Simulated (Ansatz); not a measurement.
Planning a GW calculation on SnH (chair-type functionalised monolayer).

The cell holds 4 atoms: 2 Sn and 2 H. Its edges and angles: a = 4.632 Å, b = 4.632 Å, c = 31.800 Å, α = 90.0°, β = 90.0°, γ = 120.0°. Vacuum lies along c.

```xyz
4
Lattice="4.6321 0.0000 0.0000 -2.3161 4.0115 0.0000 0.0000 0.0000 31.8000" Properties=species:S:1:pos:R:3
Sn    0.0000    2.6744   16.3134
Sn    2.3161    1.3372   15.4866
H     0.0000    2.6744   18.0412
H     2.3161    1.3372   13.7588
```

The structure was relaxed with PBEsol. The runs that relaxed it are not among those shown.

Runs so far (Ansatz 0.2.0, start PBEsol, PAW set soft_1 files, 3×3×1 mesh). Times are wall times on 8 threads of Arm Neoverse V1, shared host, good to a factor of about two.

| bands summed | cutoff (eV) | gap on the mesh (eV) | time |
| --- | --- | --- | --- |
| 203 | 27 | 0.943 | 7.8 s |
| 547 | 54 | 1.010 | 38 s |
| 1160 | 90 | 0.998 | 2.9 min |

**Question.** What should the next rung give, with 2119 bands and screening to 135 eV, and where is the limit?

The error falls about as one over the bands when the cutoff rises with them. A line through the two highest rungs given predicts 0.994 eV; the run gave 0.988 eV, a miss of 0.006 eV, so the law fails here: the steps don't follow it yet. The two highest rungs put the limit near 0.976 eV, the pair below near 0.988 eV; neither can be trusted until a further rung is run.

Gaps are over the mesh's points; an edge off the mesh would be missed. Limits: not at the basis limit; coarse mesh for a sheet; no spin-orbit coupling.

[Paths, hosts, dates, memory and timing lines, banners, echoed tables and standing remarks are left out of the program output.]

[Logs are printed without paths, hosts, clocks, repeated set-up lines and the standing remarks that a program may print on its own settings, such as how far it seeks lower states.]

[Runs of the session that timed out or met a known fault of the program may be left out.]

[Cells called generated may have been cut or substituted from an entry of the Crystallography Open Database or the Materials Project.]

[Hosts, paths, dates, database ids (printed as entryN), source tags and the programs' standing remarks are cut or masked in the printed files.]
